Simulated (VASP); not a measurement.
# BN (F-43m) in VASP: a series of runs

BN is run at these levels: LDA; tasks: single point.

Everything below comes from runs of VASP 6.6.1. Logs are shortened: lines on timing, memory, paths and dates and some standing lists are left out, and cuts for length are marked.

**The experiment to reproduce.**

A printed reference work, monograph reports, for a bulk crystal of BN at 300 K: band gap 6.4 eV (indirect).

How close the calculation comes is told below.

## (1) The cell of the first run

Symmetry: F-43m, No. 216, cubic system. Conventional cell: a = 3.581 Å, b = 3.581 Å, c = 3.581 Å, α = 90.00°, β = 90.00°, γ = 90.00°. Within 2.1 Å of B (site symmetry -43m) lie 4 N at 1.55 Å. Within 2.1 Å of N (site symmetry -43m) lie 4 B at 1.55 Å.

## (2) Single point, LDA

INCAR

```
SYSTEM = BN
  ALGO = Normal
  EDIFF = 1E-6
  ENCUT = 600
  GGA_COMPAT = .False.
  ISIF = 2
  ISMEAR = 0
  LASPH = .True.
  LCHARG = .False.
  LREAL = .False.
  LWAVE = .False.
  NBANDS = 11
  NELM = 120
  PREC = Accurate
  SIGMA = 0.02
```

KPOINTS

```
k-points
0
Gamma
  12 12 12
  0 0 0
```

POSCAR

```
BN
1.0
    0.0000000000      1.7902747227      1.7902747227
    1.7902747227      0.0000000000      1.7902747227
    1.7902747227      1.7902747227      0.0000000000
B N
1 1
Direct
    0.0000000000      0.0000000000      0.0000000000
    0.7500000000      0.7500000000      0.7500000000
```

Potentials or basis: VASP PAW LDA potentials, release 64 (B, N).

Command:

```bash
> cat potpaw_LDA.64/B/POTCAR potpaw_LDA.64/N/POTCAR > POTCAR
> mpirun -np 1 vasp_std > vasp.out
```

OUTCAR:

```text
SYSTEM = BN
   EDIFF = 1E-6
   ENCUT = 600
   ISIF = 2
   ISMEAR = 0
   LASPH = .True.
   LREAL = .False.
   NELM = 120
   PREC = Accurate

 ion  position               nearest neighbor table
   1  0.000  0.000  0.000-   2 1.55   2 1.55   2 1.55   2 1.55
   2  0.750  0.750  0.750-   1 1.55   1 1.55   1 1.55   1 1.55

  LATTYP: Found a face centered cubic cell.
 ALAT       =     3.5805494454

  Lattice vectors:

 A1 = (   0.0000000000,   1.7902747227,   1.7902747227)
 A2 = (   1.7902747227,   0.0000000000,   1.7902747227)
 A3 = (   1.7902747227,   1.7902747227,   0.0000000000)

Analysis of symmetry for initial positions (statically):
=====================================================================
 Subroutine PRICEL returns:
 Original cell was already a primitive cell.

 Routine SETGRP: Setting up the symmetry group for a
 face centered cubic supercell.

 Subroutine GETGRP returns: Found 24 space group operations
 (whereof 24 operations were pure point group operations)
 out of a pool of 48 trial point group operations.

The static configuration has the point symmetry T_d .

Analysis of symmetry for dynamics (positions and initial velocities):
=====================================================================
 Subroutine PRICEL returns:
 Original cell was already a primitive cell.

 Routine SETGRP: Setting up the symmetry group for a
 face centered cubic supercell.

 Subroutine GETGRP returns: Found 24 space group operations
 (whereof 24 operations were pure point group operations)
 out of a pool of 48 trial point group operations.

The dynamic configuration has the point symmetry T_d .

 Subroutine INISYM returns: Found 24 space group operations
 (whereof 24 operations are pure point group operations),
 and found     1 'primitive' translations

----------------------------------------------------------------------------------------

                                     Primitive cell

  volume of cell :      11.4760

  direct lattice vectors                    reciprocal lattice vectors
     0.000000000  1.790274723  1.790274723    -0.279286745  0.279286745  0.279286745
     1.790274723  0.000000000  1.790274723     0.279286745 -0.279286745  0.279286745
     1.790274723  1.790274723  0.000000000     0.279286745  0.279286745 -0.279286745

  length of vectors
     2.531830793  2.531830793  2.531830793     0.483738832  0.483738832  0.483738832

  position of ions in fractional coordinates (direct lattice)
     0.000000000  0.000000000  0.000000000
     0.750000000  0.750000000  0.750000000

  ion indices of the primitive-cell ions
   primitive index   ion index
                 1           1
                 2           2

----------------------------------------------------------------------------------------

 KPOINTS: k-points

Automatic generation of k-mesh.
 Grid dimensions read from file:
 generate k-points for:   12   12   12

 Generating k-lattice:

  Cartesian coordinates                     Fractional coordinates (reciprocal lattice)
    -0.023273895  0.023273895  0.023273895     0.083333333  0.000000000  0.000000000
     0.023273895 -0.023273895  0.023273895     0.000000000  0.083333333  0.000000000
     0.023273895  0.023273895 -0.023273895     0.000000000  0.000000000  0.083333333

  Length of vectors
     0.040311569  0.040311569  0.040311569

  Shift w.r.t. Gamma in fractional coordinates (k-lattice)
     0.000000000  0.000000000  0.000000000

 Subroutine IBZKPT returns following result:
 ===========================================

 Found     72 irreducible k-points:

 Following reciprocal coordinates:
            Coordinates               Weight
  0.000000  0.000000  0.000000      1.000000
  0.083333  0.000000  0.000000      8.000000
  0.166667  0.000000  0.000000      8.000000
  0.250000  0.000000  0.000000      8.000000
  0.333333  0.000000  0.000000      8.000000
  0.416667  0.000000  0.000000      8.000000
[... 16 lines left out ...]
  0.500000  0.166667  0.000000     24.000000
 -0.416667  0.166667  0.000000     24.000000
 [... further k-points ...]
   k-points           NKPTS =     72   k-points in BZ     NKDIM =     72   number of bands    NBANDS=     11
   number of dos      NEDOS =    301   number of ions     NIONS =      2
   total plane-waves  NPLWV =   8000
   dimension x,y,z NGX =    20 NGY =   20 NGZ =   20
   dimension x,y,z NGXF=    40 NGYF=   40 NGZF=   40
   ions per type =               1   1
   NGX,Y,Z   is equivalent  to a cutoff of  13.13, 13.13, 13.13 a.u.
   NGXF,Y,Z  is equivalent  to a cutoff of  26.26, 26.26, 26.26 a.u.
 SYSTEM =  BN
   PREC   = accura    normal or accurate (medium, high low for compatibility)
   ISTART =      0    job   : 0-new  1-cont  2-samecut
   ICHARG =      2    charge: 1-file 2-atom 10-const
   ISPIN  =      1    spin polarized calculation?
   LNONCOLLINEAR =      F non collinear calculations
   LSORBIT =      F    spin-orbit coupling
   LASPH  =      T    aspherical Exc in radial PAW
   ENCUT  =  600.0 eV  44.10 Ry    6.64 a.u.   5.06  5.06  5.06*2*pi/ulx,y,z
   NELM   =    120;   NELMIN=  2; NELMDL= -5     # of ELM steps
   EDIFF  = 0.1E-05   stopping-criterion for ELM
   LREAL  =      F    real-space projection
   EDIFFG = 0.1E-04   stopping-criterion for IOM
   NSW    =      0    number of steps for IOM
   IBRION =     -1    ionic relax: 0-MD 1-quasi-New 2-CG
   NFREE  =      0    steps in history (QN), initial steepest desc. (CG)
   ISIF   =      2    stress and relaxation
   ISYM   =      2    0-nonsym 1-usesym 2-fastsym
   POTIM  = 0.5000    time-step for ionic-motion
   TEBEG  =    0.0;   TEEND  =   0.0 temperature during run
   PSTRESS=    0.0 pullay stress
   NELECT =       8.0000    total number of electrons
   NUPDOWN=      -1.0000    fix difference up-down
   EMIN   =  10.00;   EMAX   =-10.00  energy-range for DOS
   EFERMI =   0.00;   METHOD = LEGACY
   ISMEAR =     0;   SIGMA  =   0.02  broadening in eV -4-tet -1-fermi 0-gaus
   EFERMI_NEDOS =   21; number of points for ismear=-14 and -15
   IALGO  =     38    algorithm
   IMIX   =      4    mixing-type and parameters
     AMIX     =   0.40;   BMIX     =  1.00
     AMIX_MAG =   1.60;   BMIX_MAG =  1.00
  volume/ion in A,a.u.               =       5.74        38.72
  Fermi-wavevector in a.u.,A,eV,Ry     =   1.451583  2.743094 28.668736  2.107093
  Thomas-Fermi vector in A             =   2.569063
   LORBIT       =      0    0 simple, 1 ext, 2 COOP (PROOUT), +10 PAW based schemes
   GGA     = CA    functional components
   LHFCALC =     F    Hartree Fock is set to
   AEXX    =    0.0000 exact exchange contribution
   IVDW    =     0    specifies the selected vdW correction
   LEPSILON=     F    determine dielectric tensor
   LRPA    =     F    only Hartree local field effects (RPA)
 non-spin polarized calculation
 Gauss-broadening in eV      SIGMA  =   0.02
  energy-cutoff  :      600.00
  volume of cell :       11.48
 maximum number of plane-waves:       392
   NGX = 11   NGY = 11   NGZ = 11

 number of electron       7.9999999 magnetization

 Free energy of the ion-electron system (eV)
  ---------------------------------------------------
  ext. energy  EPLUGINS =         0.00000000
  ---------------------------------------------------
  free energy    TOTEN  =       -19.41630811 eV

  energy without entropy =      -19.41630811  energy(sigma->0) =      -19.41630811

 E-fermi :   7.8567     XC(G=0): -13.2435

 val. band max:        7.7515540060   @ k =   0.0000   0.0000   0.0000
 cond. band min:      12.1290189820   @ k =   0.5000   0.5000   0.0000
 fundamental gap:      4.3774649761
 Fermi energy:         7.8567410982

 k-point     1 :       0.0000    0.0000    0.0000
  band No.  band energies     occupation
      1     -12.6464      2.00000
      2       7.7516      2.00000
      3       7.7516      2.00000
      4       7.7516      2.00000
      5      16.5708      0.00000
      6      16.5708      0.00000
      7      16.5708      0.00000
      8      18.6620      0.00000
      9      32.7878      0.00000
     10      35.8949      0.00000
     11      35.8949      0.00000

 k-point     2 :       0.0833    0.0000    0.0000
  band No.  band energies     occupation
      1     -12.4730      2.00000
      2       6.8286      2.00000
      3       7.5636      2.00000
      4       7.5636      2.00000
      5      16.8402      0.00000
      6      16.8543      0.00000
      7      16.8543      0.00000
      8      19.1743      0.00000
      9      32.4630      0.00000
     10      33.5055      0.00000
     11      33.5055      0.00000

 k-point     3 :       0.1667    0.0000    0.0000
  band No.  band energies     occupation
      1     -11.9584      2.00000
      2       4.6973      2.00000
      3       7.1077      2.00000
      4       7.1077      2.00000
      5      17.2753      0.00000
      6      17.5092      0.00000
      7      17.5092      0.00000
      8      20.3957      0.00000
      9      31.7635      0.00000
     10      31.9093      0.00000
     11      31.9093      0.00000

 k-point     4 :       0.2500    0.0000    0.0000
  band No.  band energies     occupation
      1     -11.1242      2.00000
      2       2.1831      2.00000
      3       6.5836      2.00000
      4       6.5836      2.00000
      5      17.6821      0.00000
      6      18.1274      0.00000
      7      18.1274      0.00000
      8      21.6126      0.00000
      9      31.2065      0.00000
     10      31.4982      0.00000
     11      31.4982      0.00000

 k-point     5 :       0.3333    0.0000    0.0000
  band No.  band energies     occupation
      1     -10.0288      2.00000
      2      -0.2680      2.00000
      3       6.1380      2.00000
      4       6.1380      2.00000
      5      18.0292      0.00000
      6      18.4350      0.00000
      7      18.4350      0.00000
      8      22.4540      0.00000
      9      31.0301      0.00000
     10      32.3161      0.00000
     11      32.3161      0.00000
[... 211 lines left out ...]
 k-point    21 :       0.3333    0.1667    0.0000
  band No.  band energies     occupation
      1     -10.2091      2.00000
      2       1.5789      2.00000
      3       4.8797      2.00000
      4       5.2247      2.00000
      5      15.8833      0.00000
      6      20.3382      0.00000
      7      20.6493      0.00000
      8      20.6808      0.00000
      9      27.3191      0.00000
     10      34.5020      0.00000
     11      36.1522      0.00000

 k-point    22 :       0.4167    0.1667    0.0000
  band No.  band energies     occupation
      1      -9.0937      2.00000
      2      -0.5838      2.00000
      3       4.5595      2.00000
      4       4.6925      2.00000
      5      16.2861      0.00000
      6      20.4359      0.00000
      7      20.7264      0.00000
      8      21.7039      0.00000
      9      28.2128      0.00000
     10      34.2871      0.00000
     11      36.4184      0.00000

 k-point    23 :       0.5000    0.1667    0.0000
  band No.  band energies     occupation
      1      -8.0563      2.00000
      2      -2.2224      2.00000
      3       3.9563      2.00000
      4       4.7700      2.00000
      5      16.6292      0.00000
      6      20.4241      0.00000
      7      20.4695      0.00000
      8      23.0110      0.00000
      9      28.5663      0.00000
     10      34.4631      0.00000
     11      35.5964      0.00000

 k-point    24 :      -0.4167    0.1667    0.0000
  band No.  band energies     occupation
      1      -7.8517      2.00000
      2      -2.5133      2.00000
      3       3.5396      2.00000
      4       5.0970      2.00000
      5      17.0808      0.00000
      6      20.0643      0.00000
      7      20.2950      0.00000
      8      23.6459      0.00000
      9      28.8490      0.00000
     10      33.2880      0.00000
     11      34.7251      0.00000

 [... further k-points ...]

------------------------ aborting loop because EDIFF is reached ----------------------------------------

  FORCE on cell =-STRESS in cart. coord.  units (eV):
  Direction    XX          YY          ZZ          XY          YZ          ZX
  --------------------------------------------------------------------------------------
  -------------------------------------------------------------------------------------
  Total        0.0545249      0.0545249      0.0545249      0.0000000      0.0000000      0.0000000
  in kB        7.6123127      7.6123127      7.6123127      0.0000000      0.0000000      0.0000000
  external PRESSURE =       7.6123127 kB  Pullay stress =       0.0000000 kB

 VOLUME and BASIS-vectors are now :
 -----------------------------------------------------------------------------
  energy-cutoff  :      600.00
  volume of cell :       11.48
      direct lattice vectors                 reciprocal lattice vectors
     0.000000000  1.790274723  1.790274723    -0.279286745  0.279286745  0.279286745
     1.790274723  0.000000000  1.790274723     0.279286745 -0.279286745  0.279286745
     1.790274723  1.790274723  0.000000000     0.279286745  0.279286745 -0.279286745

 POSITION                                       TOTAL-FORCE (eV/Angst)
 -----------------------------------------------------------------------------------
      0.00000      0.00000      0.00000        -0.000000      0.000000      0.000000
      2.68541      2.68541      2.68541         0.000000     -0.000000     -0.000000
 -----------------------------------------------------------------------------------
    total drift:                                0.000000      0.000000      0.000000

  FREE ENERGIE OF THE ION-ELECTRON SYSTEM (eV)
  ---------------------------------------------------
  free  energy   TOTEN  =       -19.4163081140 eV

  energy  without entropy=      -19.4163081140  energy(sigma->0) =      -19.41630811
```

It took 4.2 s on 1 thread of Intel Xeon 6975P-C (Granite Rapids), shared host; peak memory 0.12 GiB.

What came out:

* Free energy: -19.4163 eV
* Pressure: 0.8 GPa
* Band gap on the k mesh: 4.38 eV (least direct gap 8.82 eV)

Levels at points of the mesh, in eV from the valence-band top:
```csv
k point,band 1,band 2,band 3,band 4,band 5,band 6,band 7,band 8
"(0.00, 0.00, 0.00)",-20.40,0.00,0.00,0.00,8.82,8.82,8.82,10.91
"(0.50, 0.00, 0.00)",-15.98,-10.98,-2.00,-2.00,10.59,10.72,10.72,15.31
"(0.50, 0.50, 0.00)",-14.56,-9.07,-5.07,-5.07,4.38,9.31,18.14,18.14
```

(Part 1 of 2 ends here.)
